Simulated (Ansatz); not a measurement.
The first iterations of a band of a periodic cell of 17 atoms, Si (host Si, host structure diamond, interstitial Si).

Method: DFT PBEsol, scalar-relativistic, plane waves, PAW in Ansatz 0.2.0. Settings: cutoff 420 eV, k mesh 2x2x2, fermi-dirac smearing 0.02 eV, no spin polarisation.

```yaml
movable_images: 3
climbing_image: yes
spring: 5.0 eV/Å²
optimiser: quadratic models (default)
start_path: IDPP
force_threshold: 0.05 eV/Å
iteration_limit: 35
end_points: relaxed
```

Initial state:

```xyz
17
Lattice="0.0000 5.4300 5.4300 5.4300 0.0000 5.4300 5.4300 5.4300 0.0000" Properties=species:S:1:pos:R:3
Si -0.002 -0.004 -0.031
Si 1.376 1.374 1.340
Si 2.713 2.705 0.005
Si 4.048 4.043 1.335
Si 2.748 -0.005 2.719
Si 4.068 1.359 4.079
Si 5.431 2.676 2.716
Si 6.812 4.043 4.099
Si -0.001 2.746 2.717
Si 1.361 4.067 4.077
Si 2.682 5.427 2.715
Si 4.050 6.807 4.097
Si 2.715 2.715 5.430
Si 4.069 4.066 6.785
Si 5.432 5.426 5.465
Si 6.794 6.790 6.783
Si 5.428 5.420 2.720
```

Final state:

Only the atoms that move by more than 0.05 Å are listed.
```
Si17 4.079 4.073 4.075
```

| iteration | highest image above the first end (eV) | largest band force component (eV/Å) |
| --- | --- | --- |
| 1 | 0.976 | 2.466 |
| 2 | 0.488 | 1.038 |

Task: Does the band converge within its limit, and where does its top end?

Result: The run converged. It ended after 8 iterations with the highest image 0.301 eV above the first end. By the program's own check the climbing image is of a kind that is not told: the force calls were inconclusive, a negative curvature could not be distinguished from the path's own, the only one lies far off the path, or fixed occupations may fill a level only in part (lowest curvatures found: -0.28 and 0.47 eV/Å²). Limits of this set-up: coarse k mesh.

Time of the run: 13 min on 1 CPU thread of a shared host.
